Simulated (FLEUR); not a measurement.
# CuO (P4/mmm) in FLEUR: notebook

Runs on CuO. Level: r2SCAN. Tasks: band structure, equation of state.

Program: FLEUR MaX-R8.1 (later development tree). These are calculated values, not measurements. Logs are shortened: lines on timing, memory, paths and dates and some standing lists are left out, and cuts for length are marked.

## 1. The structure

Symmetry: P4/mmm, No. 123, tetragonal system. Conventional cell: a = 4.161 Å, b = 4.161 Å, c = 3.888 Å, α = 90.00°, β = 90.00°, γ = 90.00°. Cu (site symmetry mmm) is surrounded by 4 O at 1.94 to 2.08 Å. Cu (site symmetry 4/mmm) is surrounded by 6 O at 1.94 to 2.08 Å. O (site symmetry 4/mmm) has 6 Cu at 1.94 to 2.08 Å as nearest neighbours. O (site symmetry mmm) is surrounded by 4 Cu at 1.94 to 2.08 Å.

Measurements of this composition are mostly on another form, of space group No. 15.

## 2. Band structure, r2SCAN

inp.xml reads:

```xml
<?xml version="1.0" encoding="UTF-8" standalone="no"?>
<fleurInput fleurInputVersion="0.39">
   <comment>
      CuO                                                                                                 
   </comment>
   <calculationSetup>
      <cutoffs Kmax="5.08" Gmax="15.7" GmaxXC="15.7" numbands="0"/>
      <scfLoop itmax="80" minDistance="0.0001" maxIterBroyd="30" imix="Anderson" alpha="0.05" precondParam="0.0" spinf="2.0" sdNocoIR="T"/>
      <coreElectrons ctail="F" frcor="F" kcrel="0" coretail_lmax="0"/>
      <xcFunctional name="LibXC" relativisticCorrections="F">
         <LibXCName exchange="mgga_x_r2scan" correlation="mgga_c_r2scan"/>
         <AuxGGA exchange="117" correlation="130"/>
      </xcFunctional>
      <magnetism jspins="1"/>
      <soc l_soc="F" theta="0.0" phi="0.0" spav="F"/>
      <expertModes spex="0" secvar="F"/>
      <geometryOptimization l_f="F" forcealpha="1.0" forcemix="BFGS" epsdisp="0.00001" epsforce="0.00001"/>
      <ldaU l_linMix="F" mixParam="0.05" spinf="1.0"/>
   </calculationSetup>
   <cell>
      <bzIntegration valenceElectrons="75.0" mode="hist" fermiSmearingEnergy="0.00183747">
         <kPointListSelection listName="default-1"/>
         <!-- k-points included here -->
         <xi:include xmlns:xi="http://www.w3.org/2001/XInclude" href="kpts.xml"> </xi:include>
[... 45 lines left out ...]
         <relPos label="                   2">.0000000000 1.000/2.000 1.000/2.000</relPos>
         <force calculate="T" relaxXYZ="TTT"/>
      </atomGroup>
      <atomGroup species="Copper (Cu)">
         <relPos label="                   3">.0000000000 .0000000000 .0000000000</relPos>
         <force calculate="T" relaxXYZ="TTT"/>
      </atomGroup>
      <atomGroup species="Oxygen (O)">
         <relPos label="                   4">.0000000000 .0000000000 1.000/2.000</relPos>
         <force calculate="T" relaxXYZ="TTT"/>
      </atomGroup>
      <atomGroup species="Oxygen (O)">
         <relPos label="                   5">1.000/2.000 .0000000000 .0000000000</relPos>
         <relPos label="                   6">.0000000000 1.000/2.000 .0000000000</relPos>
         <force calculate="T" relaxXYZ="TTT"/>
      </atomGroup>
   </atomGroups>
   <output dos="F" band="F" slice="F">
      <checks vchk="F" cdinf="F"/>
      <bandDOS minEnergy="-.5*Htr" maxEnergy="0.5*Htr" sigma="0.015" storeEVData="T"/>
      <vacuumDOS vacdos="F" integ="F" star="F" nstars="0" locx1="0.0" locy1="0.0" locx2="0.0" locy2="0.0" nstm="0" tworkf="0.0"/>
      <unfoldingBand unfoldBand="F" supercellX="1" supercellY="1" supercellZ="1"/>
      <plotting iplot="0" polar="F">
         <plot TwoD="T" vec1="  1.0  0.0  0.0" vec2="  0.0  1.0  0.0" vec3="  0.0  0.0  1.0" zero="  0.0  0.0  0.0" file="plot"/>
      </plotting>
      <chargeDensitySlicing numkpt="0" minEigenval="0.0" maxEigenval="0.0" nnne="0" pallst="F"/>
      <specialOutput eonly="F"/>
      <moessbauerParams electricFieldGradient="T" isomerShift="T" coreHyperfine="T" valenceHyperfine="T"/>
      <magneticCircularDichroism mcd="F" energyLo="-10.0" energyUp="0.0"/>
   </output>
  <!-- We include the file relax.xml here to enable relaxations (see documentation) -->
  <xi:include xmlns:xi="http://www.w3.org/2001/XInclude" href="relax.xml"> <xi:fallback/> </xi:include>
</fleurInput>
```

crystal.txt reads:

```
CuO
&input cartesian=F /
4.1609370000  0.0000000000  0.0000000000
0.0000000000  4.1609370000  0.0000000000
0.0000000000  0.0000000000  3.8876430000
1.8897261246
1.0 1.0 1.0

6
29 0.5000000000  0.0000000000  0.5000000000
29 0.0000000000  0.5000000000  0.5000000000
29 0.0000000000  0.0000000000  0.0000000000
8 0.0000000000  0.0000000000  0.5000000000
8 0.5000000000  0.0000000000  0.0000000000
8 0.0000000000  0.5000000000  0.0000000000

&kpt div1=7 div2=7 div3=7 gamma=T /
```

inp.xml (bands) reads:

```
<?xml version="1.0" encoding="UTF-8" standalone="no"?>
<fleurInput fleurInputVersion="0.39">
   <comment>
      CuO                                                                                                 
   </comment>
   <calculationSetup>
      <cutoffs Kmax="5.08" Gmax="15.7" GmaxXC="15.7" numbands="0"/>
      <scfLoop itmax="80" minDistance="0.0001" maxIterBroyd="30" imix="Anderson" alpha="0.05" precondParam="0.0" spinf="2.0" sdNocoIR="T"/>
      <coreElectrons ctail="F" frcor="F" kcrel="0" coretail_lmax="0"/>
      <xcFunctional name="LibXC" relativisticCorrections="F">
         <LibXCName exchange="mgga_x_r2scan" correlation="mgga_c_r2scan"/>
         <AuxGGA exchange="117" correlation="130"/>
      </xcFunctional>
      <magnetism jspins="1"/>
      <soc l_soc="F" theta="0.0" phi="0.0" spav="F"/>
      <expertModes spex="0" secvar="F"/>
      <geometryOptimization l_f="F" forcealpha="1.0" forcemix="BFGS" epsdisp="0.00001" epsforce="0.00001"/>
      <ldaU l_linMix="F" mixParam="0.05" spinf="1.0"/>
   </calculationSetup>
   <cell>
      <bzIntegration valenceElectrons="75.0" mode="hist" fermiSmearingEnergy="0.00183747">
         <kPointListSelection listName="path-1"/>
         <!-- k-points included here -->
         <xi:include xmlns:xi="http://www.w3.org/2001/XInclude" href="kpts.xml"> </xi:include>
[... 44 lines left out ...]
         <relPos label="                   1">1.000/2.000 .0000000000 1.000/2.000</relPos>
         <relPos label="                   2">.0000000000 1.000/2.000 1.000/2.000</relPos>
         <force calculate="T" relaxXYZ="TTT"/>
      </atomGroup>
      <atomGroup species="Copper (Cu)">
         <relPos label="                   3">.0000000000 .0000000000 .0000000000</relPos>
         <force calculate="T" relaxXYZ="TTT"/>
      </atomGroup>
      <atomGroup species="Oxygen (O)">
         <relPos label="                   4">.0000000000 .0000000000 1.000/2.000</relPos>
         <force calculate="T" relaxXYZ="TTT"/>
      </atomGroup>
      <atomGroup species="Oxygen (O)">
         <relPos label="                   5">1.000/2.000 .0000000000 .0000000000</relPos>
         <relPos label="                   6">.0000000000 1.000/2.000 .0000000000</relPos>
         <force calculate="T" relaxXYZ="TTT"/>
      </atomGroup>
   </atomGroups>
   <output dos="F" band="T" slice="F">
      <checks vchk="F" cdinf="F"/>
      <bandDOS minEnergy="-.5*Htr" maxEnergy="0.5*Htr" sigma="0.015" storeEVData="T"/>
      <vacuumDOS vacdos="F" integ="F" star="F" nstars="0" locx1="0.0" locy1="0.0" locx2="0.0" locy2="0.0" nstm="0" tworkf="0.0"/>
      <unfoldingBand unfoldBand="F" supercellX="1" supercellY="1" supercellZ="1"/>
      <plotting iplot="0" polar="F">
         <plot TwoD="T" vec1="  1.0  0.0  0.0" vec2="  0.0  1.0  0.0" vec3="  0.0  0.0  1.0" zero="  0.0  0.0  0.0" file="plot"/>
      </plotting>
      <chargeDensitySlicing numkpt="0" minEigenval="0.0" maxEigenval="0.0" nnne="0" pallst="F"/>
      <specialOutput eonly="F"/>
      <moessbauerParams electricFieldGradient="T" isomerShift="T" coreHyperfine="T" valenceHyperfine="T"/>
      <magneticCircularDichroism mcd="F" energyLo="-10.0" energyUp="0.0"/>
   </output>
  <!-- We include the file relax.xml here to enable relaxations (see documentation) -->
  <xi:include xmlns:xi="http://www.w3.org/2001/XInclude" href="relax.xml"> <xi:fallback/> </xi:include>
</fleurInput>
```

Potentials or basis: all-electron, FLAPW.

The run is started by

```sh
> inpgen -f crystal.txt -profile fastHighL
> # inp.xml edited to the form shown
> fleur_MPI
> fleur_MPI   # second run, on inp.xml (bands)
```

The log of the run:

```text
Welcome to FLEUR        (www.flapw.de)
      MaX-Release 8.1          (www.max-centre.eu)
 func_ids         498         497         498         497
 MetaGGA potential functional detected - V_tau will be computed
 Auxiliary Potential for radial basis: exchange=         117  correlation=         130
The functional 'Re-regularized SCAN exchange by Furness et al' is an exchange functional, it belongs to the 'MGGA' family and is defined in the reference(s):
[1] J. W. Furness, A. D. Kaplan, J. Ning, J. P. Perdew, and J. Sun.,  J. Phys. Chem. Lett. 11, 8208-8215 (2020)
[2] J. W. Furness, A. D. Kaplan, J. Ning, J. P. Perdew, and J. Sun.,  J. Phys. Chem. Lett. 11, 9248-9248 (2020)
The functional 'Re-regularized SCAN correlation by Furness et al' is a correlation functional, it belongs to the 'MGGA' family and is defined in the reference(s):
[1] J. W. Furness, A. D. Kaplan, J. Ning, J. P. Perdew, and J. Sun.,  J. Phys. Chem. Lett. 11, 8208-8215 (2020)
[2] J. W. Furness, A. D. Kaplan, J. Ning, J. P. Perdew, and J. Sun.,  J. Phys. Chem. Lett. 11, 9248-9248 (2020)
 Using same functional for VXC and EXC

 ========== k-point set info ==========
 Selected k-point list: default-1
 k-point list type: mesh
 7 x 7 x 7
 Number of k points: 40

 ------------Calculation Setup---------------------------
 Number of MPI-tasks      :            1
 Number of PE/node        :            1
 Number of OMP-threads    :            1
 Most efficient MPI parallelization for:
           1           2           4           5           8          10          20          40
 Additional eigenvalue parallelization possible
 Number of basis functions:         1228
 Approximate size of matrices (H+S) per k-point:         0.022 GB
 --------------------------------------------------------
The functional 'Hammer, Hansen, and Norskov' is an exchange functional, it belongs to the 'GGA' family and is defined in the reference(s):
[1] B. Hammer, L. B. Hansen, and J. K. Nørskov.,  Phys. Rev. B 59, 7413 (1999)
The functional 'Perdew, Burke & Ernzerhof' is a correlation functional, it belongs to the 'GGA' family and is defined in the reference(s):
[1] J. P. Perdew, K. Burke, and M. Ernzerhof.,  Phys. Rev. Lett. 77, 3865 (1996)
[2] J. P. Perdew, K. Burke, and M. Ernzerhof.,  Phys. Rev. Lett. 78, 1396 (1997)
 Using same functional for VXC and EXC
 Using auxiliary GGA potential for the first iteration of MetaGGA calculation.
 Reset of history
 Reset of history
 Iteration:     1   Distance:      48.91666591 me/bohr^3
The functional 'Hammer, Hansen, and Norskov' is an exchange functional, it belongs to the 'GGA' family and is defined in the reference(s):
[1] B. Hammer, L. B. Hansen, and J. K. Nørskov.,  Phys. Rev. B 59, 7413 (1999)
The functional 'Perdew, Burke & Ernzerhof' is a correlation functional, it belongs to the 'GGA' family and is defined in the reference(s):
[1] J. P. Perdew, K. Burke, and M. Ernzerhof.,  Phys. Rev. Lett. 77, 3865 (1996)
[2] J. P. Perdew, K. Burke, and M. Ernzerhof.,  Phys. Rev. Lett. 78, 1396 (1997)
 Using same functional for VXC and EXC
 Iteration:     2   Distance:      37.83449508 me/bohr^3
The functional 'Hammer, Hansen, and Norskov' is an exchange functional, it belongs to the 'GGA' family and is defined in the reference(s):
[1] B. Hammer, L. B. Hansen, and J. K. Nørskov.,  Phys. Rev. B 59, 7413 (1999)
The functional 'Perdew, Burke & Ernzerhof' is a correlation functional, it belongs to the 'GGA' family and is defined in the reference(s):
[1] J. P. Perdew, K. Burke, and M. Ernzerhof.,  Phys. Rev. Lett. 77, 3865 (1996)
[2] J. P. Perdew, K. Burke, and M. Ernzerhof.,  Phys. Rev. Lett. 78, 1396 (1997)
 Using same functional for VXC and EXC
 Iteration:     3   Distance:      31.97834464 me/bohr^3
The functional 'Hammer, Hansen, and Norskov' is an exchange functional, it belongs to the 'GGA' family and is defined in the reference(s):
[1] B. Hammer, L. B. Hansen, and J. K. Nørskov.,  Phys. Rev. B 59, 7413 (1999)
The functional 'Perdew, Burke & Ernzerhof' is a correlation functional, it belongs to the 'GGA' family and is defined in the reference(s):
[1] J. P. Perdew, K. Burke, and M. Ernzerhof.,  Phys. Rev. Lett. 77, 3865 (1996)
[2] J. P. Perdew, K. Burke, and M. Ernzerhof.,  Phys. Rev. Lett. 78, 1396 (1997)
 Using same functional for VXC and EXC
 Iteration:     4   Distance:      19.68638030 me/bohr^3
The functional 'Hammer, Hansen, and Norskov' is an exchange functional, it belongs to the 'GGA' family and is defined in the reference(s):
[1] B. Hammer, L. B. Hansen, and J. K. Nørskov.,  Phys. Rev. B 59, 7413 (1999)
The functional 'Perdew, Burke & Ernzerhof' is a correlation functional, it belongs to the 'GGA' family and is defined in the reference(s):
[1] J. P. Perdew, K. Burke, and M. Ernzerhof.,  Phys. Rev. Lett. 77, 3865 (1996)
[2] J. P. Perdew, K. Burke, and M. Ernzerhof.,  Phys. Rev. Lett. 78, 1396 (1997)
 Using same functional for VXC and EXC
 Iteration:     5   Distance:      17.34501135 me/bohr^3
The functional 'Hammer, Hansen, and Norskov' is an exchange functional, it belongs to the 'GGA' family and is defined in the reference(s):
[1] B. Hammer, L. B. Hansen, and J. K. Nørskov.,  Phys. Rev. B 59, 7413 (1999)
The functional 'Perdew, Burke & Ernzerhof' is a correlation functional, it belongs to the 'GGA' family and is defined in the reference(s):
[1] J. P. Perdew, K. Burke, and M. Ernzerhof.,  Phys. Rev. Lett. 77, 3865 (1996)
[2] J. P. Perdew, K. Burke, and M. Ernzerhof.,  Phys. Rev. Lett. 78, 1396 (1997)
 Using same functional for VXC and EXC
 Iteration:     6   Distance:       8.28044575 me/bohr^3
The functional 'Hammer, Hansen, and Norskov' is an exchange functional, it belongs to the 'GGA' family and is defined in the reference(s):
[1] B. Hammer, L. B. Hansen, and J. K. Nørskov.,  Phys. Rev. B 59, 7413 (1999)
The functional 'Perdew, Burke & Ernzerhof' is a correlation functional, it belongs to the 'GGA' family and is defined in the reference(s):
[1] J. P. Perdew, K. Burke, and M. Ernzerhof.,  Phys. Rev. Lett. 77, 3865 (1996)
[2] J. P. Perdew, K. Burke, and M. Ernzerhof.,  Phys. Rev. Lett. 78, 1396 (1997)
 Using same functional for VXC and EXC
[... 68 lines left out ...]
[2] J. P. Perdew, K. Burke, and M. Ernzerhof.,  Phys. Rev. Lett. 78, 1396 (1997)
 Using same functional for VXC and EXC
 Iteration:    17   Distance:       0.00506719 me/bohr^3
The functional 'Hammer, Hansen, and Norskov' is an exchange functional, it belongs to the 'GGA' family and is defined in the reference(s):
[1] B. Hammer, L. B. Hansen, and J. K. Nørskov.,  Phys. Rev. B 59, 7413 (1999)
The functional 'Perdew, Burke & Ernzerhof' is a correlation functional, it belongs to the 'GGA' family and is defined in the reference(s):
[1] J. P. Perdew, K. Burke, and M. Ernzerhof.,  Phys. Rev. Lett. 77, 3865 (1996)
[2] J. P. Perdew, K. Burke, and M. Ernzerhof.,  Phys. Rev. Lett. 78, 1396 (1997)
 Using same functional for VXC and EXC
 Iteration:    18   Distance:       0.00453802 me/bohr^3
The functional 'Hammer, Hansen, and Norskov' is an exchange functional, it belongs to the 'GGA' family and is defined in the reference(s):
[1] B. Hammer, L. B. Hansen, and J. K. Nørskov.,  Phys. Rev. B 59, 7413 (1999)
The functional 'Perdew, Burke & Ernzerhof' is a correlation functional, it belongs to the 'GGA' family and is defined in the reference(s):
[1] J. P. Perdew, K. Burke, and M. Ernzerhof.,  Phys. Rev. Lett. 77, 3865 (1996)
[2] J. P. Perdew, K. Burke, and M. Ernzerhof.,  Phys. Rev. Lett. 78, 1396 (1997)
 Using same functional for VXC and EXC
 Iteration:    19   Distance:       0.00087705 me/bohr^3
The functional 'Hammer, Hansen, and Norskov' is an exchange functional, it belongs to the 'GGA' family and is defined in the reference(s):
[1] B. Hammer, L. B. Hansen, and J. K. Nørskov.,  Phys. Rev. B 59, 7413 (1999)
The functional 'Perdew, Burke & Ernzerhof' is a correlation functional, it belongs to the 'GGA' family and is defined in the reference(s):
[1] J. P. Perdew, K. Burke, and M. Ernzerhof.,  Phys. Rev. Lett. 77, 3865 (1996)
[2] J. P. Perdew, K. Burke, and M. Ernzerhof.,  Phys. Rev. Lett. 78, 1396 (1997)
 Using same functional for VXC and EXC
 Iteration:    20   Distance:       0.00088015 me/bohr^3
The functional 'Hammer, Hansen, and Norskov' is an exchange functional, it belongs to the 'GGA' family and is defined in the reference(s):
[1] B. Hammer, L. B. Hansen, and J. K. Nørskov.,  Phys. Rev. B 59, 7413 (1999)
The functional 'Perdew, Burke & Ernzerhof' is a correlation functional, it belongs to the 'GGA' family and is defined in the reference(s):
[1] J. P. Perdew, K. Burke, and M. Ernzerhof.,  Phys. Rev. Lett. 77, 3865 (1996)
[2] J. P. Perdew, K. Burke, and M. Ernzerhof.,  Phys. Rev. Lett. 78, 1396 (1997)
 Using same functional for VXC and EXC
 Iteration:    21   Distance:       0.00008540 me/bohr^3

 ********************************************************************
 Run finished successfully
 Stop message:
   all done
 ********************************************************************
```

It took 11 min on 1 thread of Intel Xeon at 2.70GHz, shared host; peak memory 0.16 GiB.

Results:

```yaml
Free_energy: -141262.6937 eV
Band_gap_along_the_path: none (metal or under the smearing width)
Valence_electrons_inside_the_program's_atomic_spheres: Cu 17.13, 17.08; O 4.74, 4.69 (radii Cu 1.93, O 1.47 bohr)
```

Levels at the corners of the path, in eV from the Fermi level:
```csv
point,band 35,band 36,band 37,band 38,band 39,band 40,band 41,band 42
Γ,-1.66,-1.60,-1.60,-1.44,-1.35,1.62,6.70,8.15
X,-1.69,-1.46,-1.20,-0.68,-0.60,4.24,4.31,9.01
M,-1.43,-0.91,-0.47,-0.47,1.00,3.85,6.77,6.77
Γ,-1.66,-1.60,-1.60,-1.44,-1.35,1.62,6.70,8.15
Z,-1.12,-0.71,-0.31,-0.31,0.07,5.45,7.23,8.15
R,-0.72,-0.58,-0.23,1.20,1.31,4.94,7.02,7.98
A,0.05,1.24,1.25,1.36,1.36,2.18,7.58,8.98
Z,-1.12,-0.71,-0.31,-0.31,0.07,5.45,7.23,8.15
X,-1.69,-1.46,-1.20,-0.68,-0.60,4.24,4.31,9.01
R,-0.72,-0.58,-0.23,1.20,1.31,4.94,7.02,7.98
M,-1.43,-0.91,-0.47,-0.47,1.00,3.85,6.77,6.77
A,0.05,1.24,1.25,1.36,1.36,2.18,7.58,8.98
```

Core levels (eV from the Fermi level):
```csv
atom,levels
1 Cu,"1s1/2 -8846.6, 2s1/2 -1059.1, 2p1/2 -927.1, 2p3/2 -906.6"
2 Cu,"1s1/2 -8846.6, 2s1/2 -1059.1, 2p1/2 -927.1, 2p3/2 -906.6"
3 Cu,"1s1/2 -8847.2, 2s1/2 -1059.8, 2p1/2 -927.8, 2p3/2 -907.3"
4 O,1s1/2 -507.1
5 O,1s1/2 -505.6
6 O,1s1/2 -505.6
```

Caveat: the meta-GGA is that of a development version, with a GGA for the radial functions and cores and without core tails; an odd number of electrons without spin polarisation forces a metal; a magnetic or distorted state may lie lower; the run has no spin polarisation, though such a crystal can be magnetic; semilocal functionals often make such compounds metallic where correlation or magnetic order opens a gap, which also shifts bond lengths.

(Continued in part 2 of 2.)
